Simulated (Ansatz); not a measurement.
## Ti with Si: from mixing energies to a miscibility estimate

Method: DFT PBEsol, scalar-relativistic, plane waves, PAW (Ansatz). Run with 420 eV cutoff, 12×12×8 k-mesh, Gaussian smearing of 0.10 eV, no spin polarisation.

The relaxed crystal:

```
Ti
1.0
     2.25765   -3.91036    0.00000
    -4.51529    0.00000    0.00000
     0.00000    0.00000   -5.59759
Ti
6
Direct
  0.00000 0.00000 0.50000
  0.00000 0.00000 0.00000
  0.33333 0.66667 0.25000
  0.33333 0.66667 0.75000
  0.66667 0.33333 0.25000
  0.66667 0.33333 0.75000
```

Si takes some of the 6 Ti sites (atoms counted from 1 above); cell and atoms relax within the symmetry of each ordered start. Mixing energies are taken at zero smearing, per mixed site, over the two end members in this structure (P6/mmm (191); 16.47 and 14.38 Å³/atom), which needn't be the usual structure of either. The Ti sites are of 2 kinds that symmetry doesn't relate, so one Ω for all of them is rough. At x = 0.667 symmetry holds every atom in place, so bonds can't adjust to the two sizes, and ΔH, Ω and T_c can come out far too high.

The lowest cell of each fraction:

```json
{"x(Si)": "0.167", "sites with Si": "6", "ΔH (meV/site)": "-266.4"}
{"x(Si)": "0.500", "sites with Si": "2 3 6", "ΔH (meV/site)": "-629.0"}
{"x(Si)": "0.667", "sites with Si": "1 2 5 6", "ΔH (meV/site)": "-262.4"}
{"x(Si)": "0.833", "sites with Si": "2 3 4 5 6", "ΔH (meV/site)": "-322.7"}
```

Q: Read these as a regular solution, ΔH = Ω x(1 − x). What Ω does each fraction give, and does one Ω describe them?

A:
```csv
x(Si),x(1 − x),Ω (meV),ideal entropy (k_B/site)
0.167,0.1389,-1918,0.451
0.500,0.2500,-2516,0.693
0.667,0.2222,-1181,0.637
0.833,0.1389,-2323,0.451
```

A least-squares fit gives Ω = -1977 meV. The values spread by 1335 meV, so the parabola is a rough summary: ordered cells differ in their arrangement as well as their fraction, and the curve can be lopsided.

Q: What does that say about mixing at finite temperature?

A: ΔH < 0 at all fractions computed: these ordered cells lie below the end members, which points to ordering rather than separation on cooling, though a random alloy needn't have ΔH < 0. The scale |Ω|/2k_B = 11470 K shows how far up ordering could reach in mean field, but these are already ordered cells, so a random alloy would lie higher. The estimate takes small ordered cells for a random alloy and leaves out vibrations, short-range order, melting and other structures, so it gives a scale, not a phase diagram.

Cost: 8 runs of about 23 core-minutes in all, on Intel Xeon Processor @ 2.50GHz (Skylake/Cascade Lake) (shared hosts).